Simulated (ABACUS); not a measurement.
The system is BP.

```xyz
2
Lattice="0.0000 2.2690 2.2690 2.2690 0.0000 2.2690 2.2690 2.2690 0.0000" Properties=species:S:1:pos:R:3 pbc="T T T"
P     3.4035    3.4035    3.4035
B     0.0000    0.0000    0.0000
```

Program: ABACUS 3.10.1. Alike in all runs: task single point; no spin polarisation; cell as given; smearing fermi-dirac 0.05 eV.

Order these runs on this cell by their pressure, lowest first.
A. level PBE; potentials or basis PseudoDojo NC SR 0.4.1 PBE standard, plane waves; k mesh 10 × 10 × 10; cutoff (eV) 1034; SCF threshold on the density 1e-08; eigensolver dav
B. level PBE; potentials or basis PseudoDojo NC SR 0.4.1 PBE standard, DZP LCAO (the cutoffs set its grid); k mesh 10 × 10 × 10; cutoff (eV) 1361; SCF threshold on the density 1e-07; eigensolver genelpa
C. level SCAN; potentials or basis SG15 ONCV 1.2 PBE, plane waves; k mesh 6 × 6 × 6; cutoff (eV) 1197; SCF threshold on the density 1e-08; eigensolver dav

C (-0.9 GPa), A (1.0 GPa), B (4.0 GPa).

Caveats: the atomic orbitals were generated for these runs and aren't a published set (some runs); the basis of atomic orbitals isn't converged, which shifts pressures, moduli and gaps (some runs); the potentials were made for another functional, which shifts forces and pressure (some runs).

Not every run made on this cell is shown here.
